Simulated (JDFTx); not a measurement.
# HfB2 (P6/mmm) in JDFTx: notebook, part 2 of 2

JDFTx 1.7.0 (patched build). The steps go on from the part before.

### Step 4. Relaxation of cell and atoms, r2SCAN

Contents of HfB2.in:

```
lattice \
    3.1400000000    -1.5700000000     0.0000000000 \
    0.0000000000     2.7193197679     0.0000000000 \
    0.0000000000     0.0000000000     3.4800000000
latt-scale 1.889726124626 1.889726124626 1.889726124626
coords-type Lattice
ion Hf     0.0000000000     0.0000000000     0.0000000000 1
ion B      0.6666666667     0.3333333333     0.5000000000 1
ion B      0.3333333333     0.6666666667     0.5000000000 1

ion-species pseudo/Hf.upf
ion-species pseudo/B.upf
elec-cutoff 40 320
elec-ex-corr mgga-x-r2scan mgga-c-r2scan
kpoint-folding 5 5 4
elec-smearing Fermi 0.0018374661
elec-n-bands 23
electronic-SCF nIterations 100 energyDiffThreshold 1e-09
electronic-minimize nIterations 30 energyDiffThreshold 1e-7
forces-output-coords Cartesian
lattice-minimize nIterations 40 energyDiffThreshold 1e-6

dump-name run.$VAR
dump End Ecomponents EigStats BandEigs Kpoints Forces Stress
```

Potentials or basis: SG15-PBE-1.2 with smoothed tails.

Started as:

```console
> jdftx -c 1 -i HfB2.in -o HfB2.out
```

The program printed:

```text
*************** JDFTx 1.7.0 (patched build) ***************

Input parsed successfully to the following command list (including defaults):

basis kpoint-dependent
coords-type Lattice
core-overlap-check vector
coulomb-interaction Periodic
davidson-band-ratio 1.1
dump End Forces BandEigs EigStats Ecomponents Stress Kpoints
dump-name run.$VAR
elec-cutoff 40 320
elec-eigen-algo Davidson
elec-ex-corr mgga-x-r2scan mgga-c-r2scan
elec-n-bands 23 1
elec-smearing Fermi 0.00183747
electronic-minimize  \
	dirUpdateScheme      FletcherReeves \
	linminMethod         DirUpdateRecommended \
	nIterations          30 \
	history              15 \
	knormThreshold       0 \
	maxThreshold         no \
	energyDiffThreshold  1e-07 \
	nEnergyDiff          2 \
	convergeAll          no \
	alphaTstart          1 \
	alphaTmin            1e-10 \
	updateTestStepSize   yes \
	alphaTreduceFactor   0.1 \
	alphaTincreaseFactor 3 \
	nAlphaAdjustMax      3 \
	wolfeEnergy          0.0001 \
	wolfeGradient        0.9 \
	abortOnFailedStep    no \
	fdTest               no
electronic-scf  \
	nIterations	100 \
	energyDiffThreshold	1e-09 \
	residualThreshold	1e-07 \
	mixFraction	0.5 \
	qMetric	0.8 \
	history	10 \
	nEigSteps	2 \
	eigDiffThreshold	1e-08 \
	mixedVariable	Density \
	qKerker	0.8 \
	qKappa	-1 \
	verbose	no \
	mixFractionMag	1.5
exchange-regularization WignerSeitzTruncated
fluid None
fluid-ex-corr lda-TF lda-PZ
fluid-gummel-loop 10 1.000000e-05
fluid-minimize  \
	dirUpdateScheme      PolakRibiere \
[... 185 lines left out ...]
SCF: Cycle:  4   F: -226.061307986925613   dF: -6.587e+01   |Residual|: 2.239e+00   |deigs|: 9.260e-01
	FillingsUpdate:  mu: +0.909648435  nElectrons: 32.000000
SCF: Cycle:  5   F: -228.002915932206292   dF: -1.942e+00   |Residual|: 3.784e+00   |deigs|: 8.481e-02
	FillingsUpdate:  mu: +0.859069647  nElectrons: 32.000000
[... 67 lines left out ...]
# Energy components:
   Eewald =     -188.4138691839041826
       EH =       56.1711492512289965
     Eloc =     -131.6097003613768663
      Enl =      -42.6350470399599075
      Exc =      -20.9524942832148611
       KE =       98.5632583856502720
-------------------------------------
     Etot =     -228.8767032315765277
       TS =        0.0001534321010497
-------------------------------------
        F =     -228.8768566636775859

LatticeMinimize: Iter:   0  F: -228.876856663677586  |grad|_K:  1.741e-02

-------- Electronic minimization -----------
Will mix electronic and kinetic density at each iteration.
	FillingsUpdate:  mu: +0.852385065  nElectrons: 32.000000
	FillingsUpdate:  mu: +0.858411297  nElectrons: 32.000000
SCF: Cycle:  0   F: -228.876386863879617   dF: -4.970e-04   |Residual|: 2.086e-01   |deigs|: 6.296e-05
	FillingsUpdate:  mu: +0.857170599  nElectrons: 32.000000
SCF: Cycle:  1   F: -228.877070176148464   dF: -6.833e-04   |Residual|: 8.486e-02   |deigs|: 6.371e-03
	FillingsUpdate:  mu: +0.856691451  nElectrons: 32.000000
SCF: Cycle:  2   F: -228.877127286806854   dF: -5.711e-05   |Residual|: 1.468e-02   |deigs|: 2.537e-03
	FillingsUpdate:  mu: +0.856856519  nElectrons: 32.000000
SCF: Cycle:  3   F: -228.877138277462478   dF: -1.099e-05   |Residual|: 7.060e-03   |deigs|: 9.925e-04
	FillingsUpdate:  mu: +0.856764395  nElectrons: 32.000000
SCF: Cycle:  4   F: -228.877138696474333   dF: -4.190e-07   |Residual|: 3.146e-03   |deigs|: 1.177e-04
	FillingsUpdate:  mu: +0.856773492  nElectrons: 32.000000
SCF: Cycle:  5   F: -228.877138856378082   dF: -1.599e-07   |Residual|: 5.843e-04   |deigs|: 7.555e-05
	FillingsUpdate:  mu: +0.856763272  nElectrons: 32.000000
[... 308 lines left out ...]
-------- Electronic minimization -----------
Will mix electronic and kinetic density at each iteration.
	FillingsUpdate:  mu: +0.883094444  nElectrons: 32.000000
	FillingsUpdate:  mu: +0.883025386  nElectrons: 32.000000
SCF: Cycle:  0   F: -228.877968513777518   dF: -4.696e-08   |Residual|: 2.330e-03   |deigs|: 5.957e-08
	FillingsUpdate:  mu: +0.883038482  nElectrons: 32.000000
SCF: Cycle:  1   F: -228.877968609790884   dF: -9.601e-08   |Residual|: 1.061e-03   |deigs|: 7.196e-05
	FillingsUpdate:  mu: +0.883044207  nElectrons: 32.000000
[... 2 further cycles ...]
SCF: Cycle:  4   F: -228.877968622870895   dF: -5.315e-11   |Residual|: 1.238e-04   |deigs|: 9.149e-06
	FillingsUpdate:  mu: +0.883042483  nElectrons: 32.000000
SCF: Cycle:  5   F: -228.877968623205135   dF: -3.342e-10   |Residual|: 7.481e-06   |deigs|: 5.180e-06
SCF: Converged (|Delta E|<1.000000e-09 for 2 iters).

Setting wave functions to eigenvectors of Hamiltonian
LatticeMinimize: 	Wolfe criterion not satisfied: alpha: 1  (E-E0)/|gdotd0|: 0.0827937  gdotd/gdotd0: -0.589734 (taking cubic step)

-------- Electronic minimization -----------
Will mix electronic and kinetic density at each iteration.
	FillingsUpdate:  mu: +0.883042483  nElectrons: 32.000000
	FillingsUpdate:  mu: +0.883085268  nElectrons: 32.000000
SCF: Cycle:  0   F: -228.877968582164328   dF: -1.925e-08   |Residual|: 1.455e-03   |deigs|: 5.492e-08
	FillingsUpdate:  mu: +0.883077240  nElectrons: 32.000000
SCF: Cycle:  1   F: -228.877968618929515   dF: -3.677e-08   |Residual|: 6.702e-04   |deigs|: 4.446e-05
	FillingsUpdate:  mu: +0.883073548  nElectrons: 32.000000
[... 2 further cycles ...]
SCF: Cycle:  4   F: -228.877968624065886   dF: -7.702e-12   |Residual|: 7.857e-05   |deigs|: 5.542e-06
	FillingsUpdate:  mu: +0.883074629  nElectrons: 32.000000
SCF: Cycle:  5   F: -228.877968624200065   dF: -1.342e-10   |Residual|: 4.706e-06   |deigs|: 3.311e-06
SCF: Converged (|Delta E|<1.000000e-09 for 2 iters).
[... 29 lines left out ...]
# Energy components:
   Eewald =     -190.7204659244788161
       EH =       54.9389789503737802
     Eloc =     -128.1409282327112464
      Enl =      -42.6006156628542172
      Exc =      -20.9978801986011590
       KE =       98.6430956794078071
-------------------------------------
     Etot =     -228.8778153888638371
       TS =        0.0001532353362365
-------------------------------------
        F =     -228.8779686242000651

LatticeMinimize: Iter:   6  F: -228.877968624200065  |grad|_K:  8.499e-06  alpha:  3.745e-01  linmin:  1.449e-01
LatticeMinimize: Converged (|Delta F|<1.000000e-06 for 2 iters).

Dumping 'run.eigStats' ...
	eMin: -1.461944 at state 0 ( [ +0.000000 +0.000000 +0.000000 ] spin 0 )
	HOMO: +0.864925 at state 9 ( [ +0.200000 +0.200000 +0.000000 ] spin 0 )
	mu  : +0.883075
	LUMO: +0.883075 at state 12 ( [ +0.200000 +0.400000 +0.000000 ] spin 0 )
	eMax: +1.360259 at state 7 ( [ +0.000000 +0.400000 +0.250000 ] spin 0 )
	HOMO-LUMO gap: +0.018151
	Optical gap  : +0.030067 at state 12 ( [ +0.200000 +0.400000 +0.000000 ] spin 0 )
Done!
[note: the HOMO, LUMO and gaps printed at the end count levels as full or empty at half filling, so they show a gap where a level is partly filled]
```

It took 8.5 min on 1 thread of Intel Xeon Platinum 8488C (Sapphire Rapids), shared host; peak memory 0.12 GiB.

Results:

- Free energy: -6228.0868 eV
- Relaxed volume: 9.56 Å³/atom
- Relaxed cell: a = 3.115 Å, b = 3.115 Å, c = 3.414 Å, α = 90.00°, β = 90.00°, γ = 120.00°
- Space group after relaxing (to 0.05 Å): P6/mmm (No. 191)
- Energy gained by relaxing: 10.1 meV/atom
- Ionic steps: 7
- Pressure after relaxing: 0.0 GPa
- Band gap on the k mesh: none (metal or under the smearing width)

The path:
| step | energy change (eV) | largest force (eV/Å) | pressure (GPa) | volume (Å³) |
| --- | --- | --- | --- | --- |
| 1 | 0.0000 | 0.0000 | -8.49 | 29.71 |
| 2 | -0.0077 | 0.0000 | -7.30 | 29.56 |
| 3 | -0.0293 | 0.0000 | 0.01 | 28.70 |
| 4 | -0.0301 | 0.0000 | -0.07 | 28.71 |
| 5 | -0.0303 | 0.0000 | -0.01 | 28.69 |
| 6 | -0.0303 | 0.0000 | 0.01 | 28.69 |
| 7 | -0.0303 | 0.0000 | 0.00 | 28.69 |

Final structure:
```
Hf B
1.0
     3.11522    0.00000    0.00000
    -1.55761    2.69787    0.00000
     0.00000    0.00000    3.41385
Hf B
1 2
Cartesian
  0.0000 0.0000 0.0000
  1.5576 0.8993 1.7069
  0.0000 1.7986 1.7069
```

Caveat: the k mesh is coarse (spacing up to 0.46 Å⁻¹), so the values aren't converged; meta-GGA forces are noisy on this grid; the potentials were made for another functional, which shifts forces and pressure. Spin-orbit coupling is left out, which matters for the levels of Hf.

### Step 5. Summary

| level | potentials or basis | k mesh | cutoff (eV) | mesh quality | gap on the mesh (eV) | pressure (GPa) | relaxed volume (Å³/atom) |
| --- | --- | --- | --- | --- | --- | --- | --- |
| PBE+D3 | PseudoDojo-SR-PBE-0.5-standard with smoothed tails | 10 × 10 × 8 | 1034 | not flagged | none | 0.0 | 9.82 |
| PBEsol | PseudoDojo-SR-PBEsol-0.4.1-standard with smoothed tails | 10 × 10 × 8 | 1034 | not flagged | none | 0.0 | 9.76 |
| r2SCAN | SG15-PBE-1.2 with smoothed tails | 5 × 5 × 4 | 1088 | coarse | none | 0.0 | 9.56 |

Alike in all rows: task relaxation of cell and atoms; no spin polarisation; cell relaxed; smearing fermi-dirac 0.05 eV.

Caveats: some runs use coarse meshes; pairwise dispersion overbinds metals, which lowers pressure and volume (some runs); meta-GGA forces are noisy on this grid (some runs); the potentials were made for another functional, which shifts forces and pressure (some runs).

Absolute energies hang on the potentials; compare differences alone.
